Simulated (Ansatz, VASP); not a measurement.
# CaO (Lime) in two plane-wave programs

Aim: how closely do two programs agree when they are given the same cell, functional and k mesh? The cell is taken from a series of VASP runs on this material, whose earlier steps may have relaxed, scaled or displaced it; both programs get it as it stands.

Program: Ansatz 0.2.0. Level of theory: plane waves, with VASP 6.6.1 beside it; relaxation of cell and atoms at LDA. Results are calculated unless marked as measured.

**1. Starting point**

The structure is cubic, space group Fm-3m (No. 225). Conventional cell: a = 4.720 Å, b = 4.720 Å, c = 4.720 Å, α = 90.00°, β = 90.00°, γ = 90.00°. Ca has 6 O at 2.36 Å nearest. Nearest to O lie 6 Ca at 2.36 Å. Farther neighbours and most contacts between anions are not listed.

Coordinates:

```
Ca O
1.0
     0.00000    2.35978    2.35978
     2.35978    0.00000    2.35978
     2.35978    2.35978    0.00000
Ca O
1 1
Direct
  0.00000 0.00000 0.00000
  0.50000 0.50000 0.50000
```

**2. VASP: relaxation of cell and atoms, LDA**

The relaxed volume is the usual yardstick between codes: its relative difference is about their pressure difference at one cell divided by the bulk modulus.

Lines of VASP's logs that name or quote its potential files are left out, and so is its time.

Contents of INCAR:

```
SYSTEM = CaO
PREC = Accurate
ENCUT = 520
EDIFF = 1E-06
NELM = 100
ISMEAR = 0
SIGMA = 0.03
LREAL = .FALSE.
ALGO = Normal
GGA = CA
NBANDS = 14
LORBIT = 11
LWAVE = .FALSE.
LCHARG = .FALSE.
KPAR = 4
IBRION = 2
NSW = 50
ISIF = 3
EDIFFG = -0.01
```

Contents of POSCAR:

```
CaO
1.0
    0.0000000000      2.3597843393      2.3597843393
    2.3597843393      0.0000000000      2.3597843393
    2.3597843393      2.3597843393      0.0000000000
Ca O
1 1
Direct
    0.0000000000      0.0000000000      0.0000000000
    0.5000000000      0.5000000000      0.5000000000
```

Contents of KPOINTS:

```
Automatic mesh
0
Gamma
8 8 8
0 0 0
```

Potentials, in the order of the species: Ca_sv and O (LDA family, release 64).

On the command line:

```console
$ mpirun -np 4 vasp_std
```

Numbers of over 12 decimals in the logs are rounded to 6 here.

The program printed:

```text
[banner, memory and clock lines left out]
running    4 mpi-ranks, on    1 nodes
 distrk:  each k-point on    1 cores,    4 groups
 distr:  one band on    1 cores,    1 groups

 POSCAR found type information on POSCAR CaO
 POSCAR found :  2 types and       2 ions
 LDA part: xc-table for (Slater(with rela. corr.)+CA(PZ))
 , standard interpolation
 POSCAR, INCAR and KPOINTS ok, starting setup
 FFT: planning ... GRIDC
 FFT: planning ... GRID_SOFT
 FFT: planning ... GRID
 WAVECAR not read
 entering main loop
       N       E                     dE             d eps       ncg     rms          rms(c)
DAV:   1     0.118204375937E+03    0.11820E+03   -0.85817E+03   820   0.118E+03
DAV:   2    -0.107527926756E+02   -0.12896E+03   -0.12074E+03  1016   0.304E+02
DAV:   3    -0.157518464680E+02   -0.49991E+01   -0.49745E+01   902   0.619E+01
DAV:   4    -0.159342783717E+02   -0.18243E+00   -0.18226E+00  1190   0.101E+01
DAV:   5    -0.159365431612E+02   -0.22648E-02   -0.22647E-02   960   0.114E+00    0.846E+00
DAV:   6    -0.143509278086E+02    0.15856E+01   -0.54484E+00   856   0.233E+01    0.363E+00
DAV:   7    -0.142547345286E+02    0.96193E-01   -0.51808E-01  1020   0.749E+00    0.176E+00
DAV:   8    -0.142215360658E+02    0.33198E-01   -0.74720E-02   960   0.285E+00    0.283E-01
DAV:   9    -0.142210020546E+02    0.53401E-03   -0.59992E-03  1022   0.558E-01    0.103E-01
DAV:  10    -0.142211556440E+02   -0.15359E-03   -0.34343E-04   962   0.222E-01    0.420E-02
DAV:  11    -0.142211284391E+02    0.27205E-04   -0.50372E-05  1124   0.833E-02    0.636E-03
DAV:  12    -0.142211280546E+02    0.38450E-06   -0.40681E-06   890   0.209E-02
   1 F= -.14221128E+02 E0= -.14221128E+02  d E =-.142211E+02
 curvature:   0.00 expect dE= 0.000E+00 dE for cont linesearch  0.000E+00
 trial: gam= 0.00000 g(F)=  0.277E-59 g(S)=  0.762E-06 ort = 0.000E+00 (trialstep = 0.100E+01)
 search vector abs. value=  0.763E-06
 reached required accuracy - stopping structural energy minimisation
```

From OUTCAR (step 2):

```text
ion  position               nearest neighbor table
   1  0.000  0.000  0.000-   2 2.36   2 2.36   2 2.36   2 2.36   2 2.36   2 2.36
   2  0.500  0.500  0.500-   1 2.36   1 2.36   1 2.36   1 2.36   1 2.36   1 2.36

  LATTYP: Found a face centered cubic cell.
 ALAT       =     4.7195686786

 Subroutine GETGRP returns: Found 48 space group operations
 (whereof 48 operations were pure point group operations)

The static configuration has the point symmetry O_h .

 Found     29 irreducible k-points:

   k-points           NKPTS =     29   k-points in BZ     NKDIM =     29   number of bands    NBANDS=     14

   dimension x,y,z NGX =    28 NGY =   28 NGZ =   28
   dimension x,y,z NGXF=    56 NGYF=   56 NGZF=   56

   ENCUT  =  520.0 eV  38.22 Ry    6.18 a.u.   6.21  6.21  6.21*2*pi/ulx,y,z

   NELECT =      16.0000    total number of electrons

 k-points in reciprocal lattice and weights: Automatic mesh
   0.00000000  0.00000000  0.00000000       0.002
   0.12500000  0.00000000  0.00000000       0.016
   0.25000000  0.00000000  0.00000000       0.016
   0.37500000  0.00000000  0.00000000       0.016
   0.50000000  0.00000000  0.00000000       0.008
   0.12500000  0.12500000  0.00000000       0.012
   0.25000000  0.12500000  0.00000000       0.047
   0.37500000  0.12500000  0.00000000       0.047
   0.50000000  0.12500000  0.00000000       0.047
[...]
-0.37500000  0.50000000  0.12500000       0.023
  -0.25000000  0.50000000  0.25000000       0.012

 average (electrostatic) potential at core
       1 -43.2396       2 -71.1023

 E-fermi :   2.5583

 k-point     1 :       0.0000    0.0000    0.0000
  band No.  band energies     occupation
    ...
      4     -15.5105      2.00000
      5     -12.9752      2.00000
      6       2.3410      2.00000
      7       2.3410      2.00000
      8       2.3410      2.00000
      9       7.3586      0.00000
     10       8.5723      0.00000
     11       8.5723      0.00000
     12       8.5723      0.00000
     13      10.2340      0.00000
    ...

 k-point     2 :       0.1250    0.0000    0.0000
  band No.  band energies     occupation
    ...
      4     -15.5202      2.00000
      5     -12.6739      2.00000
      6       1.7717      2.00000
      7       2.1017      2.00000
      8       2.1017      2.00000
      9       8.0516      0.00000
     10       8.5377      0.00000
     11       8.8625      0.00000
     12       8.8625      0.00000
     13      10.6455      0.00000
    ...

 k-point     3 :       0.2500    0.0000    0.0000
  band No.  band energies     occupation
    ...
      4     -15.5433      2.00000
      5     -12.1049      2.00000
      6       0.6964      2.00000
      7       1.5949      2.00000
      8       1.5949      2.00000
      9       8.6264      0.00000
     10       9.5355      0.00000
     11       9.6267      0.00000
     12       9.6267      0.00000
     13      11.6292      0.00000
    ...

  Total       -0.0032459     -0.0032459     -0.0032459      0.0000000      0.0000000      0.0000000
  in kB       -0.1978797     -0.1978797     -0.1978797      0.0000000      0.0000000      0.0000000
  external PRESSURE =      -0.1978797 kB  Pullay stress =       0.0000000 kB

  energy-cutoff  :      520.00
  volume of cell :       26.28
      direct lattice vectors                 reciprocal lattice vectors
     0.000000000  2.359784339  2.359784339    -0.211883769  0.211883769  0.211883769
     2.359784339  0.000000000  2.359784339     0.211883769 -0.211883769  0.211883769
     2.359784339  2.359784339  0.000000000     0.211883769  0.211883769 -0.211883769

 POSITION                                       TOTAL-FORCE (eV/Angst)
 -----------------------------------------------------------------------------------
      0.00000      0.00000      0.00000         0.000000      0.000000     -0.000000
      2.35978      2.35978      2.35978        -0.000000     -0.000000      0.000000
 -----------------------------------------------------------------------------------
    total drift:                                0.000000      0.000000      0.000000

  FREE ENERGIE OF THE ION-ELECTRON SYSTEM (eV)
  ---------------------------------------------------
  free  energy   TOTEN  =       -14.2211280546 eV

  energy  without entropy=      -14.2211280546  energy(sigma->0) =      -14.22112805

 reached required accuracy - stopping structural energy minimisation

 total charge
# of ion       s       p       d       tot
------------------------------------------
    1        2.045   5.883   0.338   8.267
    2        1.540   3.449   0.000   4.989
--------------------------------------------------
tot          3.586   9.332   0.338  13.256

[... 3 further parts left out ...]
```

CONTCAR:

```
CaO
   1.00000000000000
     0.0000000000000000    2.3597843393000000    2.3597843393000000
     2.3597843393000000    0.0000000000000000    2.3597843393000000
     2.3597843393000000    2.3597843393000000    0.0000000000000000
  Ca              O
     1     1
Direct
     0.0000000000000000    0.0000000000000000    0.0000000000000000
     0.5000000000000000    0.5000000000000000    0.5000000000000000
```

The gap is read on the k-mesh alone, so it is an upper bound where the band edges lie off the mesh. The run keeps the 48 symmetry operations of its start, so it cannot find a distortion of lower symmetry.

**3. Ansatz: relaxation of cell and atoms, LDA**

Ansatz runs on its default PAW (the set named soft_2) files.

The same cell, functional (in two slightly different forms), mesh and smearing now go to Ansatz, which takes its cutoff from its data sets.

Contents of input.yaml:

```yaml
crystal:
  lattice:
    - [0.0, 2.3597843393, 2.3597843393]
    - [2.3597843393, 0.0, 2.3597843393]
    - [2.3597843393, 2.3597843393, 0.0]
  atoms:
    - { symbol: Ca, position: [0.0, 0.0, 0.0] }
    - { symbol: O, position: [0.5, 0.5, 0.5] }
hamiltonian:
  xc: lda
  pseudopotentials: { kind: paw }
kpoints:
  mp_grid: { grid: [8, 8, 8] }
scf:
  occupations: { method: gaussian, width: 0.03 }
relax:
  f_tol: 0.01
  max_steps: 60
  cell: { stress_tol: 0.05 }
output:
  forces: true
  stress: true
```

On the command line:

```console
$ ansatz run input.yaml --threads 4 --pin off --max-ram 9216MiB --backend cpu --events-out ev --progress --plain --runs-dir out
```

The program printed:

```text
Engine: ansatz 0.2.0, x86_64-unknown-linux-gnu
Pseudopotentials: kind: paw
Pseudopotential: Ca, paw, valence charge 10, recommended cutoff 420 eV (normal), Ca.paw.azcp
Pseudopotential: O, paw, valence charge 6, recommended cutoff 420 eV (normal), O.paw.azcp
Functional definition: SPW92
  exchange = slater_x
  correlation = pw_c
Crystal: 2 atoms, lattice volume = 26.281 Å³
Basis set: ecut = 420 eV, 531 PW (Γ)
Bands: 12, of which v1, the nominal top of the filled ones, is band 8 counted from 1 (7 counted from 0)
Symmetry: 48 space group operations
Space group: Fm-3m (ITA 225), of the structure as read, at distance tolerance 3.0e-5 Å
k-points: 29 of 512
Non-local potential: Ca, projectors of the file, l = 0: 3, l = 1: 2, l = 2: 2
Non-local potential: O, projectors of the file, l = 0: 2, l = 1: 2, l = 2: 1
PAW form: soft (Blöchl's): semilocal exchange-correlation on the pseudo side does not see the compensation charge
PAW frozen core: Ca, regenerated for the run's functional, and the local potential with it (the file was generated under x = pbe(κ = 0.804, μ = 0.219515), c = pbe(β = 0.066725))
PAW frozen core: O, regenerated for the run's functional, and the local potential with it (the file was generated under x = pbe(κ = 0.804, μ = 0.219515), c = pbe(β = 0.066725))
PAW one-centre angular grid: Ca, 110 points (default); XC on 64 Gauss nodes
PAW one-centre angular grid: O, 110 points (default); XC on 64 Gauss nodes
Initial density: superposition of atomic densities (neutral atoms: chi_scale 0, normalization atom), corrected by the library's trained network
Initial wavefunctions: pseudopotential atomic-orbital guess
Functional: x = slater, c = lda
SCF iter   1: F=—  HF=-2331.658285 eV  |F-HF|=—  |Δ(HF+E_count)|=         —  Δρ=1.68e-2  dr2=7.18e-2  ethr=1.77e-3  ⟨swp⟩=7.3  Hψ=2428  notcnv=0
preconditioner: auto → none  [insulator: Δε(μ)=3.194 eV  Ē_g=18.004 eV  σ=0.030 eV  W_gap=1.00  n_scr=8 (ndim 8)  ℏωp=27.1 eV  f_vac=0.000  D(μ)=0.00/eV (n_scr^D=0)  ε∞_Penn≈3.3]
SCF iter   2: F=—  HF=-2331.650493 eV  |F-HF|=—  |Δ(HF+E_count)|=   7.79e-3  Δρ=1.48e-2  dr2=4.47e-2  ethr=4.49e-4  ⟨swp⟩=2.0  Hψ=789  notcnv=0
SCF iter   3: F=—  HF=-2331.639439 eV  |F-HF|=—  |Δ(HF+E_count)|=   1.11e-2  Δρ=2.54e-3  dr2=1.03e-3  ethr=2.79e-4  ⟨swp⟩=2.0  Hψ=551  notcnv=0
SCF iter   4: F=—  HF=-2331.639135 eV  |F-HF|=—  |Δ(HF+E_count)|=   3.03e-4  Δρ=5.21e-4  dr2=1.97e-5  ethr=6.45e-6  ⟨swp⟩=3.0  Hψ=667  notcnv=0
SCF iter   5: F=—  HF=-2331.639128 eV  |F-HF|=—  |Δ(HF+E_count)|=   7.14e-6  Δρ=1.22e-4  dr2=3.28e-6  ethr=1.23e-7  ⟨swp⟩=3.0  Hψ=580  notcnv=0
SCF iter   6: F=-2331.639127 eV  HF=-2331.639127 eV  |F-HF|=2.09e-8  |Δ(HF+E_count)|=   8.20e-7  Δρ=1.29e-5  dr2=3.21e-8  ethr=6.25e-10  ⟨swp⟩=3.0  Hψ=1331  notcnv=0
SCF 1 converged in 6 iterations: F = -2331.639127 eV  dr2 = 3.21e-8
  greatest PAW one-centre occupation: 0.996 electrons in one spin orbital (limit 2), on the Ca atom at site 0 (counted from 0), in its partial waves of l = 0
relax step   1: F+E_penalty+E_count = -2331.63912730 eV  Δ(F+E_penalty+E_count) = +0.000e0 eV  max|allowed force component| = 9.795e-30 eV/Å  Δτ_max = 0.0000 Å  P = -0.947 GPa  Ω = 26.281 Å³  (6 SCF iters, dr2 threshold 1.00e-7 eV, accepted)
[...]
relax step   2: F+E_penalty+E_count = -2331.64051830 eV  Δ(F+E_penalty+E_count) = -1.391e-3 eV  max|allowed force component| = 5.312e-29 eV/Å  Δτ_max = 0.0000 Å  P = +0.151 GPa  Ω = 26.065 Å³  energy of the carried Pulay correction = +8.488e-4 eV  (4 SCF iters, dr2 threshold 2.00e-7 eV, accepted)
[...]
relax step   3: F+E_penalty+E_count = -2331.64041556 eV  Δ(F+E_penalty+E_count) = +1.027e-4 eV  max|allowed force component| = 6.285e-29 eV/Å  Δτ_max = 0.0000 Å  P = -0.002 GPa  Ω = 26.095 Å³  energy of the carried Pulay correction = +7.324e-4 eV  (4 SCF iters, dr2 threshold 5.71e-8 eV, accepted)
[...]
relax step   4: F+E_penalty+E_count = -2331.63973470 eV  Δ(F+E_penalty+E_count) = +6.809e-4 eV  max|allowed force component| = 5.233e-29 eV/Å  Δτ_max = 0.0000 Å  P = -0.047 GPa  Ω = 26.095 Å³  stress off target by 4.68e-2 GPa  SCF on the basis re-selected at this cell (its energy is not comparable with the rows above)  (5 SCF iters)
basis re-selected at this cell: Δ(F+E_penalty+E_count) = +6.809e-4 eV, ΔP = -0.045 GPa vs the last step (what re-selecting the basis moved, of the pressure what is left beyond the Pulay correction that the steps carried, after the strain that the cell walked since its last selection, with what the two solves' SCF thresholds leave and, on support functions, any second-order correction that the steps lacked; it is no m [...]
SCF converged after 5 iterations
Free energy (F): -2331.639735 eV
Harris-Foulkes:  -2331.639735 eV  (|F-HF|=8.64e-12)
Internal energy: -2331.639735 eV  (E = F + TS)
E sigma→0 (E₀):  -2331.639735 eV
Fermi energy:    9.716519 eV
--- Per-component energies (eV) ---
  E_band       = -91.685994
  E_kinetic    = 455.912544
  E_local      = -860.307684  (includes V_loc(G=0)·N_el)
  E_nonlocal   = 117.005241
  E_hartree    = 282.520610
  E_xc         = -210.276883
  E_vxc        = -266.602077  (∫ρ·V_xc dr)
  E_paw        = -963.424463  (= ΣΔE_a)
  E_vpaw       = -102.737745  (= ΣTr[D̂ρ^β])
  E_aug_tail   = 0.002488  (compensation charges beyond the density's cutoff)
  E_ewald      = -1153.451675
  E_core_change = 0.380087  (= ΣΔE_core)
  E_smearing   = -0.000000  (= −TS)
  E_closure    = 0.000000  (closes the sum)
  Σ components = -2331.639735   (vs F -2331.639735, Δ=0.00e0)
--- Forces (eV/Å), atoms counted from 1 ---
  atom   1  Ca    -0.00000000    -0.00000000     0.00000000
  atom   2  O      0.00000000    -0.00000000    -0.00000000
  max |Σ_I F_I| component: 9.73e-29 eV/Å
--- Stress (GPa, compression-positive) ---
       -0.046766      -0.000000      -0.000000
       -0.000000      -0.046766      -0.000000
       -0.000000      -0.000000      -0.046766
  P = ⅓ Tr σ = -0.0468 GPa (-0.468 kbar)
--- Relaxed structure (3 steps of the walk, 3 accepted, 1 SCFs on fresh bases) ---
  F+E_penalty+E_count = -2331.63973470 eV   max|allowed force component| = 5.233e-29 eV/Å   (the final SCF, on the basis selected at the relaxed cell)
  cell:  # Å, volume = 26.0949 Å³
    - [0, 2.354192, 2.354192]
    - [2.354192, 0, 2.354192]
    - [2.354192, 2.354192, 0]
  atoms:
    - { symbol: Ca, position: [0, 0, 0] }
    - { symbol: O, position: [0.500000, 0.500000, 0.500000] }
```

The job ended after 1.8 s (4 threads of Intel Xeon 6975P-C (Granite Rapids), shared host; peak memory 0.34 GiB).

**4. Differences**

Known differences besides the potentials themselves: the two LDA forms differ slightly; both relaxations stop at a tolerance, which leaves soft axes loose, and VASP keeps its plane-wave basis; the cutoff is 420 eV in Ansatz and 520 eV in VASP; VASP's log shows a relativistic correction to its local exchange, Ansatz's none; Ansatz adds a Pulay correction to the stress that steers its cell, VASP none. Total energies have different zeros and are not compared.

Compared:

```
                                         quantity  Ansatz   VASP  difference
                                      volume (Å³)   26.09  26.28     -0.71 %
edge a after relaxation, in the typed setting (Å)   3.329  3.337     -0.24 %
```

The walks stopped with -0.05 GPa left in Ansatz and -0.02 GPa in VASP; each walk ends within a tolerance, so the volume difference is uncertain by about these residues over the bulk modulus, most in soft cells.

**5. Results**

```json
{
 "difference in volume (relaxation of cell and atoms, LDA)": "-0.71 %"
}
```

The difference in volume is -0.71 % (relaxation of cell and atoms, LDA), within the 1.2 % picked in this series as the mark of a large difference, as far as the stopping tolerances let one tell. Such differences can come from data sets, numerical settings and the points named under the comparisons, not from the functional's error against experiment.

[Lines on the potential files, build, host, timing and source positions are cut from VASP's logs without a mark.]

[Logs are printed without paths, hosts, clocks, repeated set-up lines and the standing remarks that a program may print on its own settings, such as how far it seeks lower states.]

[Hosts, paths, dates, database ids (printed as entryN), source tags and the programs' standing remarks are cut or masked in the printed files.]
